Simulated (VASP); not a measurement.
# NiO (Fm-3m) in VASP: further runs

The runs below take NiO through optical spectrum, density of states, electric field gradients, core levels, phonons, elastic constants, with LDA.

Program: VASP 6.6.1. These are calculated values, not measurements. Logs are shortened: lines on timing, memory, paths and dates and some standing lists are left out, and cuts for length are marked.

## (1) Starting point

It takes space group Fm-3m (No. 225, cubic). Conventional cell: a = 4.183 Å, b = 4.183 Å, c = 4.183 Å, α = 90.00°, β = 90.00°, γ = 90.00°. Ni (site symmetry m-3m) has 6 O at 2.09 Å as nearest neighbours. O (site symmetry m-3m) is surrounded by 6 Ni at 2.09 Å.

## (2) Optical spectrum, LDA, collinear spin, ferromagnetic start

INCAR reads:

```
SYSTEM = NiO
ALGO = Fast
CSHIFT = 0.05
EDIFF = 1E-6
ENCUT = 520
GGA = CA
ISIF = 2
ISMEAR = 0
ISPIN = 2
LASPH = .TRUE.
LCHARG = .FALSE.
LMAXMIX = 4
LOPTICS = .TRUE.
LORBIT = 11
LREAL = .FALSE.
LWAVE = .FALSE.
MAGMOM = 1 0
NBANDS = 32
NEDOS = 2000
NELM = 120
PREC = Accurate
SIGMA = 0.02
```

KPOINTS reads:

```
k-points
0
G
  11 11 11
  0 0 0
```

POSCAR reads:

```
NiO
1.0
    0.0000000000      2.0913095100      2.0913095100
    2.0913095100      0.0000000000      2.0913095100
    2.0913095100      2.0913095100      0.0000000000
Ni O
1 1
Direct
    0.0000000000      0.0000000000      0.0000000000
    0.5000000000      0.5000000000      0.5000000000
```

Potentials or basis: VASP PAW LDA potentials, release 64 (Ni, O).

On the command line:

```bash
cat potpaw_LDA.64/Ni/POTCAR potpaw_LDA.64/O/POTCAR > POTCAR
mpirun -np 1 vasp_std > vasp.out
```

OUTCAR:

```text
SYSTEM = NiO
   EDIFF = 1E-6
   ENCUT = 520
   GGA = CA
   ISIF = 2
   ISMEAR = 0
   ISPIN = 2
   LASPH = .TRUE.
   LORBIT = 11
   LREAL = .FALSE.
   NELM = 120
   PREC = Accurate

 ion  position               nearest neighbor table
   1  0.000  0.000  0.000-   2 2.09   2 2.09   2 2.09   2 2.09   2 2.09   2 2.09
   2  0.500  0.500  0.500-   1 2.09   1 2.09   1 2.09   1 2.09   1 2.09   1 2.09

  LATTYP: Found a face centered cubic cell.
 ALAT       =     4.1826190200

  Lattice vectors:

 A1 = (   0.0000000000,   2.0913095100,   2.0913095100)
 A2 = (   2.0913095100,   0.0000000000,   2.0913095100)
 A3 = (   2.0913095100,   2.0913095100,   0.0000000000)

Analysis of symmetry for initial positions (statically):
=====================================================================
 Subroutine PRICEL returns:
 Original cell was already a primitive cell.

 Routine SETGRP: Setting up the symmetry group for a
 face centered cubic supercell.

 Subroutine GETGRP returns: Found 48 space group operations
 (whereof 48 operations were pure point group operations)
 out of a pool of 48 trial point group operations.

The static configuration has the point symmetry O_h .

Analysis of symmetry for dynamics (positions and initial velocities):
=====================================================================
 Subroutine PRICEL returns:
 Original cell was already a primitive cell.

 Routine SETGRP: Setting up the symmetry group for a
 face centered cubic supercell.

 Subroutine GETGRP returns: Found 48 space group operations
 (whereof 48 operations were pure point group operations)
 out of a pool of 48 trial point group operations.

The dynamic configuration has the point symmetry O_h .

Analysis of structural, dynamic, and magnetic symmetry:
=====================================================================
 Subroutine PRICEL returns:
 Original cell was already a primitive cell.

 Routine SETGRP: Setting up the symmetry group for a
 face centered cubic supercell.

 Subroutine GETGRP returns: Found 48 space group operations
 (whereof 48 operations were pure point group operations)
 out of a pool of 48 trial point group operations.

The overall configuration has the point symmetry O_h .

 Subroutine INISYM returns: Found 48 space group operations
 (whereof 48 operations are pure point group operations),
 and found     1 'primitive' translations

----------------------------------------------------------------------------------------

                                     Primitive cell

  volume of cell :      18.2930

  direct lattice vectors                    reciprocal lattice vectors
     0.000000000  2.091309510  2.091309510    -0.239084649  0.239084649  0.239084649
     2.091309510  0.000000000  2.091309510     0.239084649 -0.239084649  0.239084649
     2.091309510  2.091309510  0.000000000     0.239084649  0.239084649 -0.239084649

  length of vectors
     2.957558272  2.957558272  2.957558272     0.414106759  0.414106759  0.414106759

  position of ions in fractional coordinates (direct lattice)
     0.000000000  0.000000000  0.000000000
     0.500000000  0.500000000  0.500000000

  ion indices of the primitive-cell ions
   primitive index   ion index
                 1           1
                 2           2

----------------------------------------------------------------------------------------

[... 117 lines left out ...]

  energy without entropy =      -13.27071916  energy(sigma->0) =      -13.27089851

 E-fermi :   7.4183     XC(G=0): -13.1474

 val. band max:        7.4175691267   @ k =  -0.3636   0.3636   0.0909
 cond. band min:       7.4284886144   @ k =  -0.3636   0.3636   0.0000
 fundamental gap:      0.0109194877
 Fermi energy:         7.4183385564

 spin component 1

 k-point     1 :       0.0000    0.0000    0.0000
  band No.  band energies     occupation
      1     -12.6916      1.00000
      2       4.3432      1.00000
      3       4.3432      1.00000
      4       4.3432      1.00000
      5       5.5329      1.00000
      6       5.5329      1.00000
[... 541 lines left out ...]
     19      39.3828      0.00000
     20      39.5273      0.00000

 [... further k-points ...]

 spin component 2

 k-point     1 :       0.0000    0.0000    0.0000
  band No.  band energies     occupation
      1     -12.6163      1.00000
      2       4.4298      1.00000
      3       4.4298      1.00000
      4       4.4298      1.00000
      5       5.7333      1.00000
      6       5.7333      1.00000
[... 541 lines left out ...]
     19      39.4407      0.00000
     20      39.6310      0.00000

 [... further k-points ...]

 [bands above 20 left out]

------------------------ aborting loop because EDIFF is reached ----------------------------------------

  FORCE on cell =-STRESS in cart. coord.  units (eV):
  Direction    XX          YY          ZZ          XY          YZ          ZX
  --------------------------------------------------------------------------------------
  -------------------------------------------------------------------------------------
  Total       -2.3934138     -2.3934138     -2.3934138      0.0000000     -0.0000000      0.0000000
  in kB     -209.6251729   -209.6251729   -209.6251729      0.0000000     -0.0000000      0.0000000
  external PRESSURE =    -209.6251729 kB  Pullay stress =       0.0000000 kB

 VOLUME and BASIS-vectors are now :
 -----------------------------------------------------------------------------
  energy-cutoff  :      520.00
  volume of cell :       18.29
      direct lattice vectors                 reciprocal lattice vectors
     0.000000000  2.091309510  2.091309510    -0.239084649  0.239084649  0.239084649
     2.091309510  0.000000000  2.091309510     0.239084649 -0.239084649  0.239084649
     2.091309510  2.091309510  0.000000000     0.239084649  0.239084649 -0.239084649

 POSITION                                       TOTAL-FORCE (eV/Angst)
 -----------------------------------------------------------------------------------
      0.00000      0.00000      0.00000         0.000000      0.000000      0.000000
      2.09131      2.09131      2.09131        -0.000000     -0.000000     -0.000000
 -----------------------------------------------------------------------------------
    total drift:                                0.000000     -0.000000     -0.000000

  FREE ENERGIE OF THE ION-ELECTRON SYSTEM (eV)
  ---------------------------------------------------
  free  energy   TOTEN  =       -13.2710778610 eV

  energy  without entropy=      -13.2707191633  energy(sigma->0) =      -13.27089851

 electrical conductivity sigma (Mega S m-1) (frequency dependency in vasprun.xml)
  --------------------------------------------------------------------------------------
       0.083       0.000      -0.000
       0.000       0.083       0.000
      -0.000       0.000       0.083

  frequency dependent IMAGINARY DIELECTRIC FUNCTION (independent particle, no local field effects) density-density
     E(ev)      X         Y         Z        XY        YZ        ZX
  --------------------------------------------------------------------------------------------------------------
     0.00000     0.00000     0.00000     0.00000     0.00000     0.00000     0.00000
     1.01037    17.37599    17.37599    17.37599     0.00000    -0.00000     0.00000
     2.02074     4.11888     4.11888     4.11888     0.00000     0.00000     0.00000
     3.03111     0.00000     0.00000     0.00000     0.00000    -0.00000     0.00000
     4.04147     1.04238     1.04238     1.04238    -0.00000     0.00000    -0.00000
     5.05184     1.31615     1.31615     1.31615    -0.00000    -0.00000     0.00000
[... 92 lines left out ...]
    99.01613     0.00000     0.00000     0.00000     0.00000    -0.00000     0.00000
   100.02650     0.00000     0.00000     0.00000     0.00000    -0.00000     0.00000

  frequency dependent      REAL DIELECTRIC FUNCTION (independent particle, no local field effects) density-density
     E(ev)        X           Y           Z          XY          YZ          ZX
  --------------------------------------------------------------------------------------------------------------
     0.00000    55.63334    55.63334    55.63334    -0.00000     0.00000     0.00000
     1.01037    -7.52470    -7.52470    -7.52470    -0.00000    -0.00000    -0.00000
     2.02074    -3.99825    -3.99825    -3.99825    -0.00000    -0.00000     0.00000
     3.03111     1.99861     1.99861     1.99861    -0.00000    -0.00000     0.00000
     4.04147     2.77600     2.77600     2.77600     0.00000     0.00000    -0.00000
     5.05184     3.38086     3.38086     3.38086     0.00000     0.00000    -0.00000
[... 92 lines left out ...]
    99.01613     0.91845     0.91845     0.91845     0.00000    -0.00000    -0.00000
   100.02650     0.92035     0.92035     0.92035     0.00000    -0.00000    -0.00000

  frequency dependent IMAGINARY DIELECTRIC FUNCTION (independent particle, no local field effects) current-current
     E(ev)      X         Y         Z        XY        YZ        ZX
  --------------------------------------------------------------------------------------------------------------
     0.00000     0.00000     0.00000     0.00000     0.00000     0.00000     0.00000
     1.01037    17.27019    17.27019    17.27019     0.00000     0.00000    -0.00000
     2.02074     4.07542     4.07542     4.07542    -0.00000    -0.00000     0.00000
     3.03111     0.00000     0.00000     0.00000    -0.00000    -0.00000     0.00000
     4.04147     1.02839     1.02839     1.02839     0.00000     0.00000     0.00000
     5.05184     1.30236     1.30236     1.30236     0.00000     0.00000    -0.00000
[... 92 lines left out ...]
    99.01613     0.00000     0.00000     0.00000     0.00000     0.00000     0.00000
   100.02650     0.00000     0.00000     0.00000     0.00000     0.00000     0.00000

  frequency dependent      REAL DIELECTRIC FUNCTION (independent particle, no local field effects) current-current
     E(ev)        X           Y           Z          XY          YZ          ZX
  --------------------------------------------------------------------------------------------------------------
     0.00000    53.87908    53.87908    53.87908     0.00000     0.00000     0.00000
     1.01037    -9.08489    -9.08489    -9.08489    -0.00000    -0.00000    -0.00000
     2.02074    -4.21840    -4.21840    -4.21840    -0.00000     0.00000    -0.00000
     3.03111     1.99850     1.99850     1.99850     0.00000     0.00000     0.00000
     4.04147     2.73818     2.73818     2.73818     0.00000     0.00000    -0.00000
     5.05184     3.34898     3.34898     3.34898    -0.00000    -0.00000     0.00000
[... 92 lines left out ...]
    99.01613     0.91846     0.91846     0.91846    -0.00000    -0.00000    -0.00000
   100.02650     0.92036     0.92036     0.92036    -0.00000    -0.00000    -0.00000

 total charge

# of ion       s       p       d       tot
------------------------------------------
    1        0.329   0.391   8.352   9.072
    2        1.560   3.333   0.000   4.893
--------------------------------------------------
tot          1.890   3.724   8.352  13.966

 magnetization (x)

# of ion       s       p       d       tot
------------------------------------------
    1        0.004   0.004   0.294   0.303
    2        0.008   0.038   0.000   0.046
--------------------------------------------------
tot          0.012   0.042   0.294   0.348
```

Run time: 38 s. Hardware: 1 thread of Intel Xeon Platinum 8488C (Sapphire Rapids), shared host; peak memory 0.21 GiB.

Results:

- Free energy: -13.2711 eV
- Pressure: -21.0 GPa
- Band gap on the k mesh: none (metal or under the smearing width)
- Net moment: 0.36 μB per cell
- Site moments: Ni +0.30; O +0.05 μB
- Valence electrons inside the program's atomic spheres: Ni 9.07; O 4.89

Dielectric function (mean over the directions given):
```tsv
energy (eV)	real part	imaginary part
0.25	74.53	0.20
0.76	-15.67	36.77
1.26	-2.84	7.98
1.77	-3.30	6.67
2.27	-3.43	2.68
2.78	0.66	0.00
3.28	3.31	2.94
3.79	2.65	2.71
4.29	3.34	3.20
4.80	3.12	3.45
5.30	4.34	0.60
5.81	3.10	4.63
6.31	2.75	3.80
6.82	2.19	2.13
7.33	1.37	2.68
7.83	1.47	1.91
8.34	1.58	0.55
8.84	1.66	2.36
9.35	1.62	2.69
9.85	3.28	0.56
10.36	4.29	0.96
10.86	3.52	0.76
11.37	2.27	5.10
11.87	0.19	2.88
12.38	1.81	3.20
12.88	1.08	4.75
13.39	1.39	3.04
13.89	0.79	1.46
14.40	1.40	0.92
14.90	1.93	2.51
15.41	1.43	2.38
15.91	1.19	3.52
16.42	1.50	2.98
16.92	-1.53	2.89
17.43	-0.76	2.37
17.93	-0.33	1.02
18.44	-0.50	1.85
18.94	-0.28	1.04
19.45	0.28	1.62
19.95	0.34	1.29
```

Caveat: spectra need much finer meshes, so this one isn't converged; independent-particle spectra lack excitons; the intraband (Drude) part of a metal's response may be missing; so large a pressure means that the cell lies far from this level's equilibrium, or that cutoff or potentials fall short; semilocal functionals often make such compounds metallic where correlation or magnetic order opens a gap, which also shifts bond lengths.

## (3) Density of states, LDA, collinear spin, ferromagnetic start

POSCAR is that of step 2.

INCAR.step1 reads:

```
ALGO     = Normal         # electronic algorithm
EDIFF    = 1E-6           # SCF threshold, eV
ENCUT    = 520            # plane-wave cutoff, eV
ISIF     = 2              # what is computed and relaxed
ISMEAR   = 0              # smearing method
ISPIN    = 2              # spin polarisation
LASPH    = True           # aspherical terms in the spheres
LCHARG   = True           # write CHGCAR
LMAXMIX  = 4              # l up to which the mixer works
LREAL    = False          # projectors in reciprocal space
LWAVE    = False          # write WAVECAR
MAGMOM   = 1 0            # initial moments
NBANDS   = 19             # bands
NELM     = 100            # most SCF steps
PREC     = Accurate       # precision mode
SIGMA    = 0.02           # smearing width, eV
```

KPOINTS.step1 reads:

```
k-points
0
Gamma
  11 11 11
```

INCAR.step2 reads:

```
ALGO     = Normal         # electronic algorithm
EDIFF    = 1E-6           # SCF threshold, eV
ENCUT    = 520            # plane-wave cutoff, eV
ICHARG   = 11             # starting density
ISIF     = 2              # what is computed and relaxed
ISMEAR   = -5             # smearing method
ISPIN    = 2              # spin polarisation
LASPH    = True           # aspherical terms in the spheres
LCHARG   = False          # write CHGCAR
LMAXMIX  = 4              # l up to which the mixer works
LORBIT   = 10             # projections on sites
LREAL    = False          # projectors in reciprocal space
LWAVE    = False          # write WAVECAR
MAGMOM   = 1 0            # initial moments
NBANDS   = 19             # bands
NEDOS    = 1001           # points of the DOS
NELM     = 100            # most SCF steps
PREC     = Accurate       # precision mode
SIGMA    = 0.02           # smearing width, eV
```

KPOINTS.step2 reads:

```
k-points
0
Gamma
  17 17 17
```

Potentials or basis: VASP PAW LDA potentials, release 64 (Ni, O).

On the command line:

```bash
cat potpaw_LDA.64/Ni/POTCAR potpaw_LDA.64/O/POTCAR > POTCAR
cp INCAR.step1 INCAR
cp KPOINTS.step1 KPOINTS
mpirun -np 1 vasp_std > vasp.out
cp INCAR.step2 INCAR
cp KPOINTS.step2 KPOINTS
mpirun -np 1 vasp_std > vasp.out
```

Run time: 46 s. Hardware: 1 thread of Intel Xeon Platinum 8488C (Sapphire Rapids), shared host; peak memory 0.2 GiB.

Results (log left out):

```yaml
Net_moment: 0.36 μB per cell
Site_moments: Ni +0.28; O +0.04 μB
Valence_electrons_inside_the_program's_atomic_spheres: Ni 9.07; O 4.89
```

Levels at points of the mesh, in eV from the Fermi level:
Spin up:
```
           k point  band 4  band 5  band 6  band 7  band 8  band 9  band 10  band 11  band 12  band 13
(0.00, 0.00, 0.00)   -3.06   -1.87   -1.87   -1.87   -1.78   -1.78     1.68    17.78    19.00    19.00
```
Spin down:
| k point | band 6 | band 7 | band 8 | band 9 | band 10 | band 11 |
| --- | --- | --- | --- | --- | --- | --- |
| (0.00, 0.00, 0.00) | -1.67 | -1.67 | -1.39 | -1.39 | 1.75 | 17.79 |

States per cell in windows of 1 eV (zero at the Fermi level; states under -8 eV left out):
| from (eV) | up | down | Ni1_d_down | Ni1_d_up | O2_p_up | O2_p_down | Ni1_s_up | Ni1_s_down |
| --- | --- | --- | --- | --- | --- | --- | --- | --- |
| -8.0 | 0.40 | 0.33 | 0.04 | 0.05 | 0.17 | 0.14 | 0.06 | 0.05 |
| -7.0 | 0.58 | 0.61 | 0.06 | 0.06 | 0.26 | 0.27 | 0.04 | 0.05 |
| -6.0 | 1.39 | 1.15 | 0.28 | 0.38 | 0.66 | 0.55 | 0.01 | 0.01 |
| -5.0 | 0.66 | 0.81 | 0.18 | 0.14 | 0.35 | 0.43 | 0.00 | 0.00 |
| -4.0 | 0.08 | 0.11 | 0.02 | 0.01 | 0.05 | 0.06 | 0.00 | 0.00 |
| -3.0 | 0.16 | 0.09 | 0.07 | 0.13 | 0.01 | 0.00 | 0.00 | 0.00 |
| -2.0 | 1.91 | 1.06 | 0.95 | 1.76 | 0.05 | 0.04 | 0.00 | 0.00 |
| -1.0 | 2.31 | 3.14 | 2.84 | 1.98 | 0.19 | 0.16 | 0.02 | 0.02 |
| 0.0 | 0.80 | 0.88 | 0.64 | 0.54 | 0.19 | 0.16 | 0.00 | 0.01 |
| 1.0 | 0.06 | 0.30 | 0.20 | 0.04 | 0.02 | 0.08 | 0.00 | 0.00 |
| 2.0 | 0.01 | 0.01 | 0.00 | 0.00 | 0.00 | 0.00 | 0.01 | 0.00 |
| 3.0 | 0.03 | 0.03 | 0.00 | 0.00 | 0.01 | 0.01 | 0.01 | 0.01 |
| 4.0 | 0.06 | 0.06 | 0.00 | 0.00 | 0.02 | 0.01 | 0.02 | 0.01 |
| 5.0 | 0.15 | 0.15 | 0.00 | 0.00 | 0.03 | 0.03 | 0.03 | 0.03 |
| 6.0 | 0.29 | 0.28 | 0.01 | 0.01 | 0.05 | 0.05 | 0.08 | 0.07 |
| 7.0 | 0.28 | 0.28 | 0.01 | 0.01 | 0.05 | 0.05 | 0.08 | 0.08 |

Caveat: semilocal functionals often make such compounds metallic where correlation or magnetic order opens a gap, which also shifts bond lengths; tetrahedron occupations give inexact forces and stress in metals.

(Part 1 of 3 ends here.)
